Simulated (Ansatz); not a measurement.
Crystal: Au.

```
CELL_PARAMETERS angstrom
-1.65727 1.65727 1.65727
1.65727 -1.65727 1.65727
1.65727 1.65727 -1.65727
ATOMIC_POSITIONS crystal
Au 0.00000 0.00000 0.00000
```

This isn't the form of Au at room conditions, which is fcc.

Base run:

- Program: Ansatz 0.2.0
- Functional: PBE
- Potentials or basis: all-electron LAPW, scalar-relativistic
- Cutoff: 251 eV (chosen from the basis error)
- Basis error allowed: 0.001 eV/atom
- k mesh: 11 × 11 × 11
- Occupations: gaussian, width 0.02 eV
- Spin: no spin polarisation

Its results: band gap on the k mesh none (metal or under the smearing width); pressure -0.9 GPa.

Task: The run is repeated on the same cell with these changes: functional from PBE to LDA; occupations from gaussian, width 0.02 eV to gaussian, width 0.1 eV. What comes out?

Result: Band gap on the k mesh none (metal or under the smearing width); pressure -13.0 GPa.
